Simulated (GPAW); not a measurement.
The system is C.

```
CELL_PARAMETERS angstrom
0.00000 1.78337 1.78337
1.78337 0.00000 1.78337
1.78337 1.78337 0.00000
ATOMIC_POSITIONS crystal
C 0.25000 0.25000 0.25000
C 0.00000 0.00000 0.00000
```

This isn't the form of C at room conditions, which is graphite.

Program: GPAW 26.7.0. Alike in all runs: task band structure; no spin polarisation; cell as given; k mesh 10 × 10 × 10; cutoff (eV) 800; smearing fermi-dirac 0.05 eV.

Q: Order these runs on this cell by their pressure, lowest first.
A. level LDA; potentials or basis the program's PAW data sets (release 1.2.1) made for this functional, pw; band points 100
B. level TPSS; potentials or basis GPAW PAW data sets (gpaw-data 1.2.1), pw; band points 80; eigensolver davidson
C. level BLYP; potentials or basis PAW data sets generated in the run's folder for this functional, pw; band points 60; eigensolver davidson
D. level MS2; potentials or basis GPAW PAW data sets (gpaw-data 1.2.1), pw; band points 80
E. level TASK; potentials or basis GPAW PAW data sets (gpaw-data 1.2.1), pw; band points 60

A: A (-13.5 GPa), D (-6.6 GPa), B (0.8 GPa), C (10.6 GPa), E (13.4 GPa).

Caveats: the PAW data sets were made with another functional, which shifts forces and pressure a little (some runs).

Not every run made on this cell is shown here.
